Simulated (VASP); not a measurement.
# Te2Mo (P6_3/mmc) in VASP: settings compared, part 2 of 2

VASP 6.6.1.

## (4) Relaxation of cell and atoms, BLYP

File INCAR:

```
SYSTEM = Te2Mo
PREC = Accurate
ENCUT = 600
EDIFF = 1E-6
ISMEAR = -1
SIGMA = 0.05
LREAL = .FALSE.
LASPH = .TRUE.
NELM = 60
ALGO = Normal
ISIF = 3
LWAVE = .FALSE.
LCHARG = .FALSE.
GGA = B5
ALDAX = 1.0
AGGAX = 1.0
AGGAC = 1.0
ALDAC = 0.0
IBRION = 2
NSW = 60
EDIFFG = -0.01
```

File KPOINTS:

```
regular mesh
0
G
  9 9 2
  0 0 0
```

File POSCAR:

```
Te2Mo
1.0
    3.5182000000      0.0000000000      0.0000000000
   -1.7591000000      3.0468505756      0.0000000000
    0.0000000000      0.0000000000     13.9736000000
Te Mo
4 2
Direct
    0.6666666667      0.3333333333      0.3790000000
    0.3333333333      0.6666666667      0.8790000000
    0.6666666667      0.3333333333      0.1210000000
    0.3333333333      0.6666666667      0.6210000000
    0.6666666667      0.3333333333      0.7500000000
    0.3333333333      0.6666666667      0.2500000000
```

Potentials or basis: VASP PAW PBE potentials, release 64 (Te, Mo_sv).

Launch:

```sh
$ cat potpaw_PBE.64/Te/POTCAR potpaw_PBE.64/Mo_sv/POTCAR > POTCAR
$ mpirun -np 1 vasp_std > vasp.out
```

OUTCAR:

```text
SYSTEM = Te2Mo
   PREC = Accurate
   ENCUT = 600
   EDIFF = 1E-6
   ISMEAR = -1
   LREAL = .FALSE.
   LASPH = .TRUE.
   NELM = 60
   ISIF = 3
   GGA = B5
   IBRION = 2
   NSW = 60
   EDIFFG = -0.01

 ion  position               nearest neighbor table
   1  0.667  0.333  0.379-   6 2.72   6 2.72   6 2.72   3 3.61
   2  0.333  0.667  0.879-   5 2.72   5 2.72   5 2.72   4 3.61
   3  0.667  0.333  0.121-   6 2.72   6 2.72   6 2.72   1 3.61
   4  0.333  0.667  0.621-   5 2.72   5 2.72   5 2.72   2 3.61
   5  0.667  0.333  0.750-   2 2.72   4 2.72   2 2.72   4 2.72   2 2.72   4 2.72
   6  0.333  0.667  0.250-   1 2.72   3 2.72   1 2.72   3 2.72   1 2.72   3 2.72

  LATTYP: Found a hexagonal cell.
 ALAT       =     3.5182000000
 C/A-ratio  =     3.9718037633

  Lattice vectors:

 A1 = (   3.5182000000,   0.0000000000,   0.0000000000)
 A2 = (  -1.7591000000,   3.0468505756,   0.0000000000)
[... 1126 lines left out ...]

[... ionic steps 4 to 19 ...]

--------------------------------------- Ionic step       20  -------------------------------------------

 number of electron      52.0000007 magnetization

------------------------ aborting loop because EDIFF is reached ----------------------------------------
[... 75 lines left out ...]
--------------------------------------- Ionic step       22  -------------------------------------------

 number of electron      52.0000007 magnetization

 Free energy of the ion-electron system (eV)
  ---------------------------------------------------
  ext. energy  EPLUGINS =         0.00000000
  ---------------------------------------------------
  free energy    TOTEN  =       -30.71572858 eV

  energy without entropy =      -30.71570806  energy(sigma->0) =      -30.71571832

 E-fermi :   4.9339     XC(G=0):  -7.7982

 val. band max:        4.5009421018   @ k =   0.3333   0.3333   0.0000
 cond. band min:       5.3617665705   @ k =   0.3333   0.3333   0.0000
 fundamental gap:      0.8608244687
 Fermi energy:         4.9339281533

 k-point     1 :       0.0000    0.0000    0.0000
  band No.  band energies     occupation
      1     -56.0613      2.00000
      2     -56.0613      2.00000
      3     -30.2724      2.00000
      4     -30.2721      2.00000
      5     -30.2412      2.00000
      6     -30.2412      2.00000
[... 838 lines left out ...]
  FREE ENERGIE OF THE ION-ELECTRON SYSTEM (eV)
  ---------------------------------------------------
  free  energy   TOTEN  =       -30.7157285798 eV

  energy  without entropy=      -30.7157080553  energy(sigma->0) =      -30.71571832

 reached required accuracy - stopping structural energy minimisation
```

OSZICAR:

```text
N       E                     dE             d eps       ncg     rms          rms(c)
DAV:   1     0.460100852450E+03    0.46010E+03   -0.29235E+04  1688   0.168E+03
[... 242 lines left out ...]
       N       E                     dE             d eps       ncg     rms          rms(c)
DAV:   1    -0.307161709347E+02   -0.48825E-03   -0.88837E-03  1629   0.689E-01    0.164E-01
DAV:   2    -0.307160029320E+02    0.16800E-03   -0.53525E-03  1706   0.363E-01    0.113E-01
DAV:   3    -0.307157423796E+02    0.26055E-03   -0.17503E-03  1723   0.162E-01    0.470E-02
DAV:   4    -0.307157355400E+02    0.68396E-05   -0.97790E-05  1550   0.448E-02    0.182E-02
DAV:   5    -0.307157280112E+02    0.75287E-05   -0.38244E-05  1791   0.331E-02    0.102E-02
DAV:   6    -0.307157285798E+02   -0.56856E-06   -0.41072E-06  1457   0.911E-03
  22 F= -.30715729E+02 E0= -.30715718E+02  d E =-.466591E-04
```

CONTCAR:

```text
Te2Mo
   1.00000000000000
     3.6786832788595243   -0.0000000000000001   -0.0000000000000000
    -1.8393416394297621    3.1858331719756725   -0.0000000000000000
    -0.0000000000000000    0.0000000000000000   18.2067193501059101
  Te              Mo
     4     2
Direct
     0.6666666667000030    0.3333333332999970    0.3491582084582696
     0.3333333332999970    0.6666666667000030    0.8491582084582696
     0.6666666667000030    0.3333333332999970    0.1508417915417305
     0.3333333332999970    0.6666666667000030    0.6508417915417304
     0.6666666667000030    0.3333333332999970    0.7500000000000000
     0.3333333332999970    0.6666666667000030    0.2500000000000000

  0.00000000E+00  0.00000000E+00  0.00000000E+00
  0.00000000E+00  0.00000000E+00  0.00000000E+00
  0.00000000E+00  0.00000000E+00  0.00000000E+00
  0.00000000E+00  0.00000000E+00  0.00000000E+00
  0.00000000E+00  0.00000000E+00  0.00000000E+00
  0.00000000E+00  0.00000000E+00  0.00000000E+00
```

Wall time 33 min (1 thread of AMD EPYC 9R45 (Zen 5), shared host); peak memory 0.34 GiB.

What came out:

```yaml
Free_energy: -30.7157 eV
Relaxed_volume: 35.56 Å³/atom
Relaxed_cell: a = 3.679 Å, b = 3.679 Å, c = 18.207 Å, α = 90.00°, β = 90.00°, γ = 120.00°
Space_group_after_relaxing_to_0.05_Å: P6_3/mmc (No. 194)
Energy_gained_by_relaxing: 114.3 meV/atom
Ionic_steps: 22
Pressure_after_relaxing: 0.0 GPa
Band_gap_on_the_k_mesh: 0.86 eV, direct
```

Forces in eV/Å, atoms in the order of the input:
```
Te   0.000  0.000 -0.003
Te   0.000  0.000 -0.003
Te   0.000  0.000  0.003
Te   0.000  0.000  0.003
Mo   0.000  0.000  0.000
Mo   0.000  0.000  0.000
```

Step by step:
| step | energy change (eV) | largest force (eV/Å) | pressure (GPa) | volume (Å³) |
| --- | --- | --- | --- | --- |
| 1 | 0.0000 | 0.5208 | 9.43 | 149.79 |
| 2 | 0.1761 | 1.7768 | -7.10 | 183.96 |
| 3 | -0.3822 | 0.7116 | 0.10 | 163.92 |
| 4 | -0.3824 | 0.6901 | 0.25 | 163.61 |
| 5 | -0.4646 | 0.3973 | 0.18 | 166.77 |
| 6 | -0.4780 | 0.2090 | 0.17 | 168.67 |
| 7 | -0.5066 | 0.1885 | 0.07 | 170.29 |
| 8 | -0.5707 | 0.1276 | -0.07 | 175.13 |
| 9 | -0.6389 | 0.0078 | 0.14 | 184.74 |
| 10 | -0.6418 | 0.5123 | 1.77 | 203.71 |
| 11 | -0.6638 | 0.3582 | 1.16 | 206.55 |
| 12 | -0.6846 | 0.0375 | -0.04 | 212.93 |
| 13 | -0.6848 | 0.0124 | -0.13 | 213.45 |
| 14 | -0.6847 | 0.0027 | -0.16 | 213.65 |
| 15 | -0.6851 | 0.0007 | -0.15 | 213.63 |
| 16 | -0.6857 | 0.0118 | -0.08 | 213.58 |
| 17 | -0.6853 | 0.0325 | 0.02 | 213.47 |
| 18 | -0.6858 | 0.0181 | -0.08 | 213.54 |
| 19 | -0.6858 | 0.0166 | -0.07 | 213.55 |
| 20 | -0.6858 | 0.0172 | -0.06 | 213.55 |
| 21 | -0.6858 | 0.0175 | -0.07 | 213.54 |
| 22 | -0.6858 | 0.0028 | 0.00 | 213.38 |

Final structure:
```
Te Mo
1.0
     3.67868    0.00000    0.00000
    -1.83934    3.18583    0.00000
     0.00000    0.00000   18.20672
Te Mo
4 2
Cartesian
  1.8393 1.0619 6.3570
  0.0000 2.1239 15.4604
  1.8393 1.0619 2.7463
  0.0000 2.1239 11.8497
  1.8393 1.0619 13.6550
  0.0000 2.1239 4.5517
```

Caveat: the volume moved by over 15 % at a fixed basis, so the end points are rough; the PAW data sets were made with another functional, which shifts forces and pressure a little; spin-orbit coupling is left out, which moves the levels of the heavy elements; an odd mesh through Γ misses points on the zone boundary, where band edges often lie; this functional lacks dispersion, which binds the layers, so the pressure and a relaxed spacing across them are unreliable, and here the layers came unbound; the volume moved by +42 % from the deposited cell, more than functionals usually miss. Zero-point motion and thermal expansion aren't in these numbers.

## (5) The reference run

An earlier run on the cell as given: functional PBEsol; potentials or basis VASP PAW PBE potentials, release 64 (Te, Mo_sv); cutoff 520 eV; k mesh 9 × 9 × 2; occupations fermi-dirac, width 0.05 eV; no spin polarisation.

- Pressure: -1.0 GPa
- Largest force: 0.061 eV/Å
- Band gap on the k mesh: 0.75 eV, indirect (least direct gap 1.04 eV)

## (6) Overview

| task | level | cell | cutoff (eV) | ladder | gap on the mesh (eV) | pressure (GPa) | relaxed volume (Å³/atom) | largest force (eV/Å) |
| --- | --- | --- | --- | --- | --- | --- | --- | --- |
| relaxation of cell and atoms | RPBE | relaxed | 600 | - | 1.01 | 0.0 | 32.88 | 0.01 |
| relaxation of cell and atoms | revPBE | relaxed | 600 | - | 1.02 | 0.0 | 33.49 | - |
| relaxation of cell and atoms | BLYP | relaxed | 600 | - | 0.86 | 0.0 | 35.56 | - |
| single point | PBEsol | as given | 520 | free | 0.75 | -1.0 | - | 0.06 |

Alike in all rows: potentials or basis VASP PAW PBE potentials, release 64 (Te, Mo_sv); no spin polarisation; k mesh 9 × 9 × 2; smearing fermi-dirac 0.05 eV.

Caveats: the PAW data sets were made with another functional, which shifts forces and pressure a little; spin-orbit coupling is left out, which moves the levels of the heavy elements; an odd mesh through Γ misses points on the zone boundary, where band edges often lie; the volume moved by over 15 % at a fixed basis, so the end points are rough (some runs); this functional lacks dispersion, which binds the layers, so the pressure and a relaxed spacing across them are unreliable, and here the layers came unbound (some runs); the volume moved by +32 % from the deposited cell, more than functionals usually miss (some runs); the volume moved by +34 % from the deposited cell, more than functionals usually miss (some runs).

Total energies depend on the potentials used, so only differences within one code and one set of settings carry meaning.
